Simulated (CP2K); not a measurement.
Runs of CP2K 2026.2 on BaS. The structure is cubic, space group Fm-3m (No. 225). Conventional cell: a = 6.387 Å, b = 6.387 Å, c = 6.387 Å, α = 90.00°, β = 90.00°, γ = 90.00°. Around Ba (site symmetry m-3m) lie 6 S at 3.19 Å. S (site symmetry m-3m) has 6 Ba at 3.19 Å as nearest neighbours. 

```csv
level,potentials or basis,smearing,NGRIDS,points a segment of the path (NPOINTS),bands added on the path,CUTOFF of the grids,gap on the mesh (eV),pressure (GPa)
LDA,"GTH_POTENTIALS Ba GTH-PADE-q10, S GTH-PADE-q6; TZVP-MOLOPT-PBE-GTH basis",fermi-dirac 0.05 eV,4,10,4,450 Ry,2.00,(b)
r2SCAN,"POTENTIAL_UZH Ba GTH-SCAN-q10, S GTH-SCAN-q6; TZVP-MOLOPT-SCAN-GTH basis",fermi-dirac 0.05 eV,5,10,6,675 Ry,2.81,1.7
TB-mBJ,"POTENTIAL_UZH Ba GTH-PBE-q10, S GTH-PBE-q6; TZVP-MOLOPT-PBE-GTH basis",fermi-dirac 0.05 eV,4,6,2,675 Ry,2.52,-
PBEsol,"POTENTIAL_UZH Ba GTH-PBE-q10, S GTH-PBE-q6; TZVP-MOLOPT-PBE-GTH basis",fermi-dirac 0.01 eV,4,8,4,450 Ry,(a),-0.4
```

Alike in all rows: task band structure; no spin polarisation; cell as given; k mesh 7 × 7 × 7.

Q: Fill in the values left out.

A: (a) 2.04; (b) -2.2.

Caveats: spin-orbit coupling is left out, which moves the levels of the heavy elements; the basis of atomic orbitals isn't converged, which shifts pressures, moduli and gaps; the potentials were made for another functional, which shifts forces and pressure (some runs); this is a model potential without an energy functional, so only levels have meaning (some runs).

A k mesh can miss the band edges, and the runs leave out spin-orbit coupling on Ba.
